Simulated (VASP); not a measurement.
# Bi (Im-3m) in VASP: further runs

The runs below take Bi through single point, relaxation of cell and atoms, with PBEsol.

Everything below comes from runs of VASP 6.6.1. Logs are shortened: lines on timing, memory, paths and dates and some standing lists are left out, and cuts for length are marked.

### Step 1. Starting point

Symmetry: Im-3m, No. 229, cubic system. Conventional cell: a = 3.754 Å, b = 3.754 Å, c = 3.754 Å, α = 90.00°, β = 90.00°, γ = 90.00°. Bi (site symmetry m-3m) is surrounded by 8 Bi at 3.25 Å.

This isn't the form of Bi at room conditions, which is rhombohedral.

### Step 2. Single point, PBEsol

Input file INCAR:

```
SYSTEM = Bi
PREC = Accurate ; ENCUT = 520
EDIFF = 1E-6 ; ISMEAR = 1
SIGMA = 0.2 ; LREAL = .False.
LASPH = .True. ; NELM = 100
ALGO = Fast ; ISIF = 2
LWAVE = .False. ; LCHARG = .True.
GGA = PS ; LELF = .True.
LVHAR = .True. ; NBANDS = 14
```

Input file KPOINTS:

```
Automatic mesh
0
Gamma
  16 16 16
  0 0 0
```

Input file POSCAR:

```
Bi
1.0
   -1.8771250082      1.8771250082      1.8771250082
    1.8771250082     -1.8771250082      1.8771250082
    1.8771250082      1.8771250082     -1.8771250082
Bi
1
Direct
    0.0000000000      0.0000000000      0.0000000000
```

Potentials or basis: VASP PAW PBE potentials, release 64 (Bi_d).

Launch:

```console
$ cat potpaw_PBE.64/Bi_d/POTCAR > POTCAR
$ mpirun -np 1 vasp_std > vasp.out
```

OUTCAR:

```text
SYSTEM = Bi
   PREC = Accurate
   ENCUT = 520
   EDIFF = 1E-6
   ISMEAR = 1
   LREAL = .False.
   LASPH = .True.
   NELM = 100
   ISIF = 2
   GGA = PS

 ion  position               nearest neighbor table
   1  0.000  0.000  0.000-

  LATTYP: Found a body centered cubic cell.
 ALAT       =     3.7542500164

  Lattice vectors:

 A1 = (  -1.8771250082,   1.8771250082,   1.8771250082)
 A2 = (   1.8771250082,  -1.8771250082,   1.8771250082)
 A3 = (   1.8771250082,   1.8771250082,  -1.8771250082)

Analysis of symmetry for initial positions (statically):
=====================================================================
 Subroutine PRICEL returns:
 Original cell was already a primitive cell.

 Routine SETGRP: Setting up the symmetry group for a
 body centered cubic supercell.

 Subroutine GETGRP returns: Found 48 space group operations
 (whereof 48 operations were pure point group operations)
 out of a pool of 48 trial point group operations.

The static configuration has the point symmetry O_h .

Analysis of symmetry for dynamics (positions and initial velocities):
=====================================================================
 Subroutine PRICEL returns:
 Original cell was already a primitive cell.

 Routine SETGRP: Setting up the symmetry group for a
 body centered cubic supercell.

 Subroutine GETGRP returns: Found 48 space group operations
 (whereof 48 operations were pure point group operations)
 out of a pool of 48 trial point group operations.

The dynamic configuration has the point symmetry O_h .

 Subroutine INISYM returns: Found 48 space group operations
 (whereof 48 operations are pure point group operations),
 and found     1 'primitive' translations

----------------------------------------------------------------------------------------

                                     Primitive cell

  volume of cell :      26.4569

  direct lattice vectors                    reciprocal lattice vectors
    -1.877125008  1.877125008  1.877125008     0.000000000  0.266364785  0.266364785
     1.877125008 -1.877125008  1.877125008     0.266364785  0.000000000  0.266364785
     1.877125008  1.877125008 -1.877125008     0.266364785  0.266364785  0.000000000

  length of vectors
     3.251275886  3.251275886  3.251275886     0.376696692  0.376696692  0.376696692

  position of ions in fractional coordinates (direct lattice)
     0.000000000  0.000000000  0.000000000

[... 78 lines left out ...]
   NSW    =      0    number of steps for IOM
   IBRION =     -1    ionic relax: 0-MD 1-quasi-New 2-CG
   NFREE  =      0    steps in history (QN), initial steepest desc. (CG)
   ISIF   =      2    stress and relaxation
   ISYM   =      2    0-nonsym 1-usesym 2-fastsym
   POTIM  = 0.5000    time-step for ionic-motion
   TEBEG  =    0.0;   TEEND  =   0.0 temperature during run
   PSTRESS=    0.0 pullay stress
   NELECT =      15.0000    total number of electrons
   NUPDOWN=      -1.0000    fix difference up-down
   EMIN   =  10.00;   EMAX   =-10.00  energy-range for DOS
   EFERMI =   0.00;   METHOD = LEGACY
   ISMEAR =     1;   SIGMA  =   0.20  broadening in eV -4-tet -1-fermi 0-gaus
   EFERMI_NEDOS =   21; number of points for ismear=-14 and -15
   IALGO  =     68    algorithm
   IMIX   =      4    mixing-type and parameters
     AMIX     =   0.40;   BMIX     =  1.00
     AMIX_MAG =   1.60;   BMIX_MAG =  1.00
  volume/ion in A,a.u.               =      26.46       178.54
  Fermi-wavevector in a.u.,A,eV,Ry     =   1.354957  2.560497 24.979037  1.835907
  Thomas-Fermi vector in A             =   2.482085
   LORBIT       =      0    0 simple, 1 ext, 2 COOP (PROOUT), +10 PAW based schemes
   GGA     = PS    functional components
   LHFCALC =     F    Hartree Fock is set to
   AEXX    =    0.0000 exact exchange contribution
   IVDW    =     0    specifies the selected vdW correction
   LEPSILON=     F    determine dielectric tensor
   LRPA    =     F    only Hartree local field effects (RPA)
 non-spin polarized calculation
 RMM-DIIS sequential band-by-band and
 Methfessel and Paxton  Order N= 1 SIGMA  =   0.20
  energy-cutoff  :      520.00
  volume of cell :       26.46
 maximum number of plane-waves:       733
   NGX = 13   NGY = 13   NGZ = 13

 number of electron      14.9999992 magnetization

 Free energy of the ion-electron system (eV)
  ---------------------------------------------------
  ext. energy  EPLUGINS =         0.00000000
  ---------------------------------------------------
  free energy    TOTEN  =        -4.12054221 eV

  energy without entropy =       -4.12117066  energy(sigma->0) =       -4.12075170

 E-fermi :   9.8923     XC(G=0): -11.2371

 val. band max:        9.8907435731   @ k =   0.3125   0.1250   0.0625
 cond. band min:       9.9349157695   @ k =   0.3125   0.1875   0.1250
 fundamental gap:      0.0441721965
 Fermi energy:         9.8923467372

 k-point     1 :       0.0000    0.0000    0.0000
  band No.  band energies     occupation
      1     -13.1930      2.00000
      2     -13.1930      2.00000
      3     -13.1930      2.00000
      4     -12.9740      2.00000
      5     -12.9740      2.00000
      6      -4.8629      2.00000
      7      16.3266      0.00000
      8      16.3266      0.00000
      9      16.3266      0.00000
     10      20.3974      0.00000
     11      20.3974      0.00000
     12      20.3974      0.00000
     13      21.3551      0.00000
     14      22.7543      0.00000
[... 377 lines left out ...]
      1     -13.2205      2.00000
      2     -13.1337      2.00000
      3     -13.0084      2.00000
      4     -12.9959      2.00000
      5     -12.9187      2.00000
      6      -1.8535      2.00000
      7       6.6111      2.00000
      8       9.6793      2.06128
      9      13.2665     -0.00000
     10      18.6847      0.00000
     11      19.9546      0.00000
     12      22.4690      0.00000
     13      24.8808      0.00000
     14      25.0198      0.00000

 [... further k-points ...]
[... 5 lines left out ...]
  --------------------------------------------------------------------------------------
  -------------------------------------------------------------------------------------
  Total        1.6618582      1.6618582      1.6618582     -0.0000000     -0.0000000      0.0000000
  in kB      100.6386861    100.6386861    100.6386861     -0.0000000     -0.0000000      0.0000000
  external PRESSURE =     100.6386861 kB  Pullay stress =       0.0000000 kB

 VOLUME and BASIS-vectors are now :
 -----------------------------------------------------------------------------
  energy-cutoff  :      520.00
  volume of cell :       26.46
      direct lattice vectors                 reciprocal lattice vectors
    -1.877125008  1.877125008  1.877125008     0.000000000  0.266364785  0.266364785
     1.877125008 -1.877125008  1.877125008     0.266364785  0.000000000  0.266364785
     1.877125008  1.877125008 -1.877125008     0.266364785  0.266364785  0.000000000

 POSITION                                       TOTAL-FORCE (eV/Angst)
 -----------------------------------------------------------------------------------
      0.00000      0.00000      0.00000         0.000000      0.000000      0.000000
 -----------------------------------------------------------------------------------
    total drift:                                0.000000      0.000000      0.000000

  FREE ENERGIE OF THE ION-ELECTRON SYSTEM (eV)
  ---------------------------------------------------
  free  energy   TOTEN  =        -4.1205422148 eV

  energy  without entropy=       -4.1211706636  energy(sigma->0) =       -4.12075170
```

stdout:

```text
POSCAR found type information on POSCAR Bi
 POSCAR found :  1 types and       1 ions
 scaLAPACK will be used
 -----------------------------------------------------------------------------
|                                                                             |
|                                                                             |
|     You enforced a specific xc type in the INCAR file but a different       |
|     I HOPE YOU KNOW WHAT YOU ARE DOING!                                     |
|                                                                             |
 -----------------------------------------------------------------------------

 LDA part: xc-table for (Slater+PW92), standard interpolation
 POSCAR, INCAR and KPOINTS ok, starting setup
 FFT: planning ... GRIDC
 FFT: planning ... GRID_SOFT
 FFT: planning ... GRID
 WAVECAR not read
 entering main loop
WARNING in EDDRMM: call to ZHEGV failed, returncode =   6  3     11
WARNING in EDDRMM: call to ZHEGV failed, returncode =   6  3     13
WARNING in EDDRMM: call to ZHEGV failed, returncode =   6  3     14
```

Run time: 21 s. Hardware: 1 thread of Intel Xeon Platinum 8488C (Sapphire Rapids), shared host; peak memory 0.17 GiB.

What came out:

```
Free energy            : -4.1205 eV
Pressure               : 10.1 GPa
Band gap on the k mesh : none (metal or under the smearing width)
```

Caveat: the PAW data sets were made with another functional, which shifts forces and pressure a little; spin-orbit coupling is left out, which moves the levels of the heavy elements.

### Step 3. Relaxation of cell and atoms, PBEsol, target pressure 10.1 GPa, at which the enthalpy is minimised

Input file INCAR:

```
SYSTEM = Bi
ALGO = Fast ; EDIFF = 1E-6
EDIFFG = -0.002 ; ENCUT = 600
GGA = PS ; IBRION = 2
ISIF = 3 ; ISMEAR = 1
LASPH = .True. ; LCHARG = .False.
LREAL = .False. ; LWAVE = .False.
NELM = 100 ; NSW = 100
PREC = Accurate ; PSTRESS = 101.0
SIGMA = 0.2
```

Input file KPOINTS:

```
k-points
0
Gamma
  16 16 16
  0 0 0
```

POSCAR is that of step 2.

Potentials or basis: VASP PAW PBE potentials, release 64 (Bi_d).

Launch:

```console
$ cat potpaw_PBE.64/Bi_d/POTCAR > POTCAR
$ mpirun -np 1 vasp_std > vasp.out
```

Wall time 46 s (1 thread of Intel Xeon Platinum 8488C (Sapphire Rapids), shared host); peak memory 0.19 GiB.

It converged, with:

```yaml
Free_energy: -4.1215 eV
Relaxed_volume: 26.47 Å³/atom
Relaxed_cell: a = 3.252 Å, b = 3.252 Å, c = 3.252 Å, α = 109.47°, β = 109.47°, γ = 109.47°
Space_group_after_relaxing_to_0.05_Å: Im-3m (No. 229)
Energy_change_on_relaxing_the_enthalpy_is_what_falls: -0.6 meV/atom
Ionic_steps: 2
Pressure_after_relaxing: 10.1 GPa
Band_gap_on_the_k_mesh: none (metal or under the smearing width)
```

Step by step:
```
step  energy change (eV)  largest force (eV/Å)  pressure (GPa)  volume (Å³)
   1              0.0000                0.0000           10.12        26.46
   2             -0.0006                0.0000           10.09        26.47
```

Final structure:
```yaml
crystal:
  lattice:
    - [-1.87737, 1.87737, 1.87737]
    - [1.87737, -1.87737, 1.87737]
    - [1.87737, 1.87737, -1.87737]
  atoms:
    - { symbol: Bi, position: [0.00000, 0.00000, 0.00000] }
```

Levels at points of the mesh, in eV from the Fermi level:
| k point | band 5 | band 6 | band 7 | band 8 | band 9 | band 10 | band 11 |
| --- | --- | --- | --- | --- | --- | --- | --- |
| (0.00, 0.00, 0.00) | -22.87 | -14.75 | 6.43 | 6.43 | 6.43 | 10.51 | 10.51 |
| (0.50, 0.00, 0.00) | -22.73 | -10.69 | -6.07 | 1.93 | 3.90 | 6.65 | 8.07 |
| (0.50, 0.50, 0.50) | -22.76 | -7.76 | -2.16 | -2.16 | -2.16 | 3.41 | 3.41 |

Caveat: the cell is relaxed towards a set pressure, so the enthalpy falls and the energy may rise; the PAW data sets were made with another functional, which shifts forces and pressure a little; spin-orbit coupling is left out, which moves the levels of the heavy elements.

### Step 4. Single point, PBEsol

Input file INCAR:

```
PREC = Accurate
ENCUT = 520
EDIFF = 1E-6
ISMEAR = 1
SIGMA = 0.2
LREAL = False
LASPH = True
NELM = 100
ALGO = Normal
ISIF = 2
LWAVE = False
LCHARG = False
GGA = PS
NBANDS = 14
```

Input file KPOINTS:

```
regular mesh
0
Gamma
  16 16 16
```

POSCAR is that of step 3.

Launch:

```console
$ cat potpaw_PBE.64/Bi_d/POTCAR > POTCAR
$ mpirun -np 1 vasp_std > vasp.out
```

Wall time 22 s (1 thread of Intel Xeon Platinum 8488C (Sapphire Rapids), shared host); peak memory 0.17 GiB.

It converged, with:

* Free energy: -4.1205 eV
* Pressure: 10.0 GPa
* Band gap on the k mesh: none (metal or under the smearing width)

Levels at points of the mesh, in eV from the Fermi level:
| k point | band 6 | band 7 | band 8 | band 9 | band 10 | band 11 |
| --- | --- | --- | --- | --- | --- | --- |
| (0.00, 0.00, 0.00) | -14.76 | 6.43 | 6.43 | 6.43 | 10.51 | 10.51 |
| (0.50, 0.00, 0.00) | -10.69 | -6.07 | 1.94 | 3.91 | 6.65 | 8.07 |
| (0.50, 0.50, 0.50) | -7.76 | -2.16 | -2.16 | -2.16 | 3.41 | 3.41 |

Caveat: the PAW data sets were made with another functional, which shifts forces and pressure a little; spin-orbit coupling is left out, which moves the levels of the heavy elements.

### Step 5. Relaxation of cell and atoms, PBEsol, target pressure 10.1 GPa, at which the enthalpy is minimised

This run uses another cell than the first one, of 31.12 Å³/atom, 1.176 times its volume.

Input file INCAR:

```
PREC = Accurate ; ENCUT = 600
EDIFF = 1E-7 ; ISMEAR = 1
SIGMA = 0.2 ; LREAL = F
LASPH = T ; NELM = 100
ALGO = Fast ; ISIF = 3
LWAVE = F ; LCHARG = F
GGA = PS ; IBRION = 2
NSW = 100 ; EDIFFG = -0.002
PSTRESS = 101.0
```

Input file KPOINTS:

```
Automatic mesh
0
Gamma
  16 16 16
```

Input file POSCAR:

```
Bi
1.0
   -1.9814305318      1.9814305318      1.9814305318
    1.9814305318     -1.9814305318      1.9814305318
    1.9814305318      1.9814305318     -1.9814305318
Bi
1
Direct
    0.0000000000      0.0000000000      0.0000000000
```

Launch:

```console
$ cat potpaw_PBE.64/Bi_d/POTCAR > POTCAR
$ mpirun -np 1 vasp_std > vasp.out
```

Run time: 5.1 min. Hardware: 1 thread of Intel Xeon Platinum 8488C (Sapphire Rapids), shared host; peak memory 0.21 GiB.

The run converged. Its results:

```yaml
Free_energy: -4.1214 eV
Relaxed_volume: 26.46 Å³/atom
Relaxed_cell: a = 3.251 Å, b = 3.251 Å, c = 3.251 Å, α = 109.47°, β = 109.47°, γ = 109.47°
Space_group_after_relaxing_to_0.05_Å: Im-3m (No. 229)
Energy_change_on_relaxing_the_enthalpy_is_what_falls: +89.7 meV/atom
Ionic_steps: 10
Pressure_after_relaxing: 10.1 GPa
Band_gap_on_the_k_mesh: none (metal or under the smearing width)
```

Step by step:
| step | energy change (eV) | largest force (eV/Å) | pressure (GPa) | volume (Å³) |
| --- | --- | --- | --- | --- |
| 1 | 0.0000 | 0.0000 | -2.02 | 31.12 |
| 2 | 0.7935 | 0.0000 | 41.76 | 21.67 |
| 3 | 0.0765 | 0.0000 | 9.23 | 26.68 |
| 4 | 0.0870 | 0.0000 | 9.93 | 26.50 |
| 5 | 0.0925 | 0.0000 | 10.29 | 26.42 |
| 6 | 0.0858 | 0.0000 | 9.79 | 26.52 |
| 7 | 0.0893 | 0.0000 | 10.09 | 26.47 |
| 8 | 0.0895 | 0.0000 | 10.09 | 26.46 |
| 9 | 0.0910 | 0.0000 | 10.20 | 26.44 |
| 10 | 0.0897 | 0.0000 | 10.10 | 26.46 |

Final structure:
```
CELL_PARAMETERS angstrom
-1.87723 1.87723 1.87723
1.87723 -1.87723 1.87723
1.87723 1.87723 -1.87723
ATOMIC_POSITIONS crystal
Bi 0.00000 0.00000 0.00000
```

Levels at points of the mesh, in eV from the Fermi level:
| k point | band 4 | band 5 | band 6 | band 7 | band 8 | band 9 | band 10 | band 11 |
| --- | --- | --- | --- | --- | --- | --- | --- | --- |
| (0.00, 0.00, 0.00) | -22.87 | -22.87 | -14.75 | 6.43 | 6.43 | 6.43 | 10.51 | 10.51 |
| (0.50, 0.00, 0.00) | -22.88 | -22.73 | -10.69 | -6.07 | 1.94 | 3.90 | 6.65 | 8.07 |
| (0.50, 0.50, 0.50) | -22.76 | -22.76 | -7.76 | -2.16 | -2.16 | -2.16 | 3.41 | 3.41 |

Caveat: the cell is relaxed towards a set pressure, so the enthalpy falls and the energy may rise; the PAW data sets were made with another functional, which shifts forces and pressure a little; spin-orbit coupling is left out, which moves the levels of the heavy elements.
